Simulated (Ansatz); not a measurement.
# Residual resistivity of an alloy: Ru(0001) with 2 layers of random Ru-W, 2x2, part 2 of 2

Wanted: resistance against the alloy's length, first Ru(0001) with 2 layers of random Ru-W, 2x2.

Ansatz 0.2.0; Ansatz plane-wave DFT, PBE, PAW files; ballistic transport by layer matching (Landauer), zero bias; PAW set soft_1.

So far. Step 3 (With 6 alloy layers): Over the solved energies the transmission per spin lies between 2.28 and 2.42, out of 5.43 channels of the lead on average (up to 5.91).

## Step 4: With 10 alloy layers

In 10 layers a share of 0.5 of the sites is given to W at random. A fresh draw is used; the growth of the resistance with length is what counts.

System of this step: Ru(0001) with 10 layers of random Ru-W, 2x2. The cell holds 80 atoms: 60 Ru and 20 W. Its edges and angles: a = 5.412 Å, b = 5.412 Å, c = 42.819 Å, α = 90.0°, β = 90.0°, γ = 120.0°. It derives from Ru. Regions: lead, 40 atoms (40 Ru); scattering region, 40 atoms (20 Ru and 20 W). The structure is stacked along c, and the current runs across the ab planes.

input.yaml reads:

```yaml
crystal:
  lattice:
    - [5.4116, 0.0, 0.0]
    - [-2.7058, 4.6865830751, 0.0]
    - [0.0, 0.0, 42.819]
  atoms:
    - { symbol: Ru, position: [0.1666666667, 0.3333333333, 0.025] }
    - { symbol: Ru, position: [0.1666666667, 0.8333333333, 0.025] }
    - { symbol: Ru, position: [0.6666666667, 0.3333333333, 0.025] }
    - { symbol: Ru, position: [0.6666666667, 0.8333333333, 0.025] }
    - { symbol: Ru, position: [0.3333333333, 0.1666666667, 0.075] }
    - { symbol: Ru, position: [0.3333333333, 0.6666666667, 0.075] }
    - { symbol: Ru, position: [0.8333333333, 0.1666666667, 0.075] }
    - { symbol: Ru, position: [0.8333333333, 0.6666666667, 0.075] }
    - { symbol: Ru, position: [0.1666666667, 0.3333333333, 0.125] }
    - { symbol: Ru, position: [0.1666666667, 0.8333333333, 0.125] }
    - { symbol: Ru, position: [0.6666666667, 0.3333333333, 0.125] }
    - { symbol: Ru, position: [0.6666666667, 0.8333333333, 0.125] }
    - { symbol: Ru, position: [0.3333333333, 0.1666666667, 0.175] }
    - { symbol: Ru, position: [0.3333333333, 0.6666666667, 0.175] }
    - { symbol: Ru, position: [0.8333333333, 0.1666666667, 0.175] }
    - { symbol: Ru, position: [0.8333333333, 0.6666666667, 0.175] }
    - { symbol: Ru, position: [0.1666666667, 0.3333333333, 0.225] }
    - { symbol: Ru, position: [0.1666666667, 0.8333333333, 0.225] }
    - { symbol: Ru, position: [0.6666666667, 0.3333333333, 0.225] }
    - { symbol: Ru, position: [0.6666666667, 0.8333333333, 0.225] }
    - { symbol: Ru, position: [0.3333333333, 0.1666666667, 0.275] }
    - { symbol: Ru, position: [0.3333333333, 0.6666666667, 0.275] }
    - { symbol: Ru, position: [0.8333333333, 0.1666666667, 0.275] }
    - { symbol: W, position: [0.8333333333, 0.6666666667, 0.275] }
    - { symbol: W, position: [0.1666666667, 0.3333333333, 0.325] }
    - { symbol: Ru, position: [0.1666666667, 0.8333333333, 0.325] }
    - { symbol: W, position: [0.6666666667, 0.3333333333, 0.325] }
    - { symbol: Ru, position: [0.6666666667, 0.8333333333, 0.325] }
    - { symbol: Ru, position: [0.3333333333, 0.1666666667, 0.375] }
    - { symbol: W, position: [0.3333333333, 0.6666666667, 0.375] }
    - { symbol: W, position: [0.8333333333, 0.1666666667, 0.375] }
    - { symbol: W, position: [0.8333333333, 0.6666666667, 0.375] }
    - { symbol: Ru, position: [0.1666666667, 0.3333333333, 0.425] }
    - { symbol: W, position: [0.1666666667, 0.8333333333, 0.425] }
    - { symbol: W, position: [0.6666666667, 0.3333333333, 0.425] }
    - { symbol: W, position: [0.6666666667, 0.8333333333, 0.425] }
    - { symbol: W, position: [0.3333333333, 0.1666666667, 0.475] }
    - { symbol: W, position: [0.3333333333, 0.6666666667, 0.475] }
    - { symbol: Ru, position: [0.8333333333, 0.1666666667, 0.475] }
    - { symbol: W, position: [0.8333333333, 0.6666666667, 0.475] }
    - { symbol: W, position: [0.1666666667, 0.3333333333, 0.525] }
    - { symbol: W, position: [0.1666666667, 0.8333333333, 0.525] }
    - { symbol: Ru, position: [0.6666666667, 0.3333333333, 0.525] }
    - { symbol: Ru, position: [0.6666666667, 0.8333333333, 0.525] }
    - { symbol: Ru, position: [0.3333333333, 0.1666666667, 0.575] }
    - { symbol: Ru, position: [0.3333333333, 0.6666666667, 0.575] }
    - { symbol: Ru, position: [0.8333333333, 0.1666666667, 0.575] }
    - { symbol: Ru, position: [0.8333333333, 0.6666666667, 0.575] }
    - { symbol: Ru, position: [0.1666666667, 0.3333333333, 0.625] }
    - { symbol: Ru, position: [0.1666666667, 0.8333333333, 0.625] }
    - { symbol: W, position: [0.6666666667, 0.3333333333, 0.625] }
    - { symbol: W, position: [0.6666666667, 0.8333333333, 0.625] }
    - { symbol: Ru, position: [0.3333333333, 0.1666666667, 0.675] }
    - { symbol: Ru, position: [0.3333333333, 0.6666666667, 0.675] }
    - { symbol: W, position: [0.8333333333, 0.1666666667, 0.675] }
    - { symbol: W, position: [0.8333333333, 0.6666666667, 0.675] }
    - { symbol: Ru, position: [0.1666666667, 0.3333333333, 0.725] }
    - { symbol: W, position: [0.1666666667, 0.8333333333, 0.725] }
    - { symbol: Ru, position: [0.6666666667, 0.3333333333, 0.725] }
    - { symbol: W, position: [0.6666666667, 0.8333333333, 0.725] }
    - { symbol: Ru, position: [0.3333333333, 0.1666666667, 0.775] }
    - { symbol: Ru, position: [0.3333333333, 0.6666666667, 0.775] }
    - { symbol: Ru, position: [0.8333333333, 0.1666666667, 0.775] }
    - { symbol: Ru, position: [0.8333333333, 0.6666666667, 0.775] }
    - { symbol: Ru, position: [0.1666666667, 0.3333333333, 0.825] }
    - { symbol: Ru, position: [0.1666666667, 0.8333333333, 0.825] }
    - { symbol: Ru, position: [0.6666666667, 0.3333333333, 0.825] }
    - { symbol: Ru, position: [0.6666666667, 0.8333333333, 0.825] }
    - { symbol: Ru, position: [0.3333333333, 0.1666666667, 0.875] }
    - { symbol: Ru, position: [0.3333333333, 0.6666666667, 0.875] }
    - { symbol: Ru, position: [0.8333333333, 0.1666666667, 0.875] }
    - { symbol: Ru, position: [0.8333333333, 0.6666666667, 0.875] }
    - { symbol: Ru, position: [0.1666666667, 0.3333333333, 0.925] }
    - { symbol: Ru, position: [0.1666666667, 0.8333333333, 0.925] }
    - { symbol: Ru, position: [0.6666666667, 0.3333333333, 0.925] }
    - { symbol: Ru, position: [0.6666666667, 0.8333333333, 0.925] }
    - { symbol: Ru, position: [0.3333333333, 0.1666666667, 0.975] }
    - { symbol: Ru, position: [0.3333333333, 0.6666666667, 0.975] }
    - { symbol: Ru, position: [0.8333333333, 0.1666666667, 0.975] }
    - { symbol: Ru, position: [0.8333333333, 0.6666666667, 0.975] }
kpoints:
  mp_grid: { grid: [5, 5, 1] }
hamiltonian:
  xc: pbe
  pseudopotentials: { kind: paw, azcp: { folder: soft_1 } }
scf:
  occupations: { method: fermi_dirac, width: 0.1 }
output:
  transmission:
    leads: [[0, 8]]
    kmesh: [10, 10]
    e_range: [-0.05, 0.05]
    de: 0.05
  write_potential: true
  write_density: true
  volumetric_format: npy
```

Launch:

```sh
$ ansatz run input.yaml --threads 4 --pin off --max-ram 15360MiB --backend cpu --events-out ev --progress --plain --runs-dir out
```

Numbers of over 12 decimals in the logs are rounded to 6 here.

What it wrote:

```text
[...]
Crystal: 80 atoms, lattice volume = 1085.972 Å³
Basis set: ecut = 420 eV, 21185 PW (Γ)
Bands: 744, of which v1, the nominal top of the filled ones, is band 620 counted from 1 (619 counted from 0)
Symmetry: 1 space group operations
[...]
k-points: 13 of 25 (time reversal used)
[...]
SCF iter   1: F=—  HF=-560486.559960 eV  |F-HF|=—  |Δ(HF+E_count)|=         —  Δρ=1.32e-1  dr2=5.82e3  ethr=3.10e-3  ⟨swp⟩=5.0  Hψ=34815  notcnv=0
[...]
SCF iter  10: F=-560431.945325 eV  HF=-560431.945325 eV  |F-HF|=1.58e-8  |Δ(HF+E_count)|=   3.84e-9  Δρ=5.42e-7  dr2=1.66e-8  ethr=8.06e-12  ⟨swp⟩=8.9  Hψ=21781  notcnv=0
SCF 1 converged in 10 iterations: F = -560431.945325 eV  dr2 = 1.66e-8
[...]
transmission: 417 of 4160 steps passed
transmission: 832 of 4160 steps passed
[...]
transmission: 4160 of 4160 steps passed
SCF converged after 10 iterations
Free energy (F): -560431.945325 eV
[...]
Internal energy: -560429.568998 eV  (E = F + TS)
E sigma→0 (E₀):  -560430.757161 eV
Entropy (-TS):   -2.376327 eV (-29.704 meV/atom)
Fermi energy:    24.028365 eV
[...]
--- Band table (eV; the first three rows and the last of 13) ---
  k-point 0: bands = [... 616 lower, 24.8820, 24.9070, 24.9252, 24.9455, 24.9674, 24.9727, 24.9907, 25.0010, ... 120 higher]
  k-point 1: bands = [... 616 lower, 24.2706, 24.2924, 24.3305, 24.3460, 24.3832, 24.4058, 24.4609, 24.5064, ... 120 higher]
  k-point 2: bands = [... 616 lower, 23.6896, 23.7437, 23.7723, 23.7912, 23.8010, 23.8572, 23.8960, 23.9102, ... 120 higher]
  k-point 12: bands = [... 616 lower, 23.8334, 23.8740, 23.9082, 23.9281, 23.9602, 24.0001, 24.0289, 24.0555, ... 120 higher]
--- Transmission ---
  basis      : 223 plane waves across, 80 finite elements along
  points     : 52, standing for a mesh of 10 x 10
[...]
channels       : 5.280000e0 a spin
[...]
junction   : crystal 0 to crystal 0, 0.70 to 39.24 Å
    transmission   : 1.827013e0 a spin
[...]
```

Run time: 29 min. Hardware: 4 threads of Arm Neoverse V1, shared host; peak memory 8.2 GiB; 1.8 h of CPU time.

This step gave:

```
free energy                                   : -560431.9453 eV
energy at zero smearing                       : -560430.7572 eV
Fermi energy                                  : 24.03 eV
transmission per spin nearest the Fermi level : 1.827
step of the lead's potential                  : 25.2 meV
```

Per spin. Transmission, zone mean against energy, zero at the Fermi level:

| energy (eV) | transmission, zone mean |
| --- | --- |
| -0.0500 | 1.83 |
| 0.0000 | 1.83 |
| 0.0500 | 1.88 |

Over the solved energies the transmission per spin lies between 1.83 and 1.88, out of 5.48 channels of the lead on average (up to 6). The log calls the step of a lead's potential too much.

## Step 5: Resistance against length

This step: Ansatz plane-wave DFT, PBE, PAW files; ballistic transport by layer matching (Landauer), zero bias; residual resistivity from the slope of the area resistance, atoms on the host's lattice; PAW set soft_1 (Ansatz 0.2.0).

This step gave:

```yaml
resistivity: 49.33 µΩ cm
intercept: 0.1336 fΩ m²
scatter_about_the_fit: 0.01769 fΩ m²
```

Resistance, by row:

| run | length (Å) | T | channels N | RA (fΩ m²) |
| --- | --- | --- | --- | --- |
| n2 | 4.282 | 3.499 | 5.427 | 0.3323 |
| n6 | 12.85 | 2.346 | 5.43 | 0.7923 |
| n10 | 21.41 | 1.845 | 5.48 | 1.177 |

Table of area resistance by length of the alloy:

| length of the alloy (Å) | area resistance (fΩ m²) |
| --- | --- |
| 4.28 | 0.332 |
| 12.85 | 0.792 |
| 21.41 | 1.18 |

The area resistance goes from 0.33 to 1.2 fΩ m² between 4.3 and 21.4 Å, a slope of 49 µΩ cm.

By hand from the end points: (1.177 − 0.3323) fΩ m² / (21.41 − 4.28) Å = 49 µΩ cm, since 1 fΩ m² per Å is 1000 µΩ cm.

## Step 6: Results

```yaml
resistivity_from_the_slope: 49.3 µΩ cm
area_resistance_over_4p28_a: 0.332 fΩ m²
area_resistance_over_12p8_a: 0.792 fΩ m²
area_resistance_over_21p4_a: 1.18 fΩ m²
```

What this shows: The slope gives 49 µΩ cm. The points scatter by 0.018 fΩ m² about the line, with one random draw a length in a 2x2 cell, so the slope is a rough value. Read with a model of isotropic scattering on a spherical Fermi surface and the lead's 1.7×10¹⁵ S/m², this slope means a mean free path near 9.3 Å (a rough figure, since the alloy's own channel count differs); over these lengths the model's slope is within 3 % of its bulk resistivity. The atoms sit on the host's lattice, so scattering by size misfit is left out. With 50 % of W, whose own structure is another, this is a hypothetical phase. Spin-orbit coupling is left out, which matters for W. A lead's potential steps by up to 27 meV from period to period, which the log calls too much, so longer leads could move the result.

[Logs are printed without paths, hosts, clocks, repeated set-up lines and the standing remarks that a program may print on its own settings, such as how far it seeks lower states.]

[Hosts, paths, dates, database ids (printed as entryN), source tags and the programs' standing remarks are cut or masked in the printed files.]
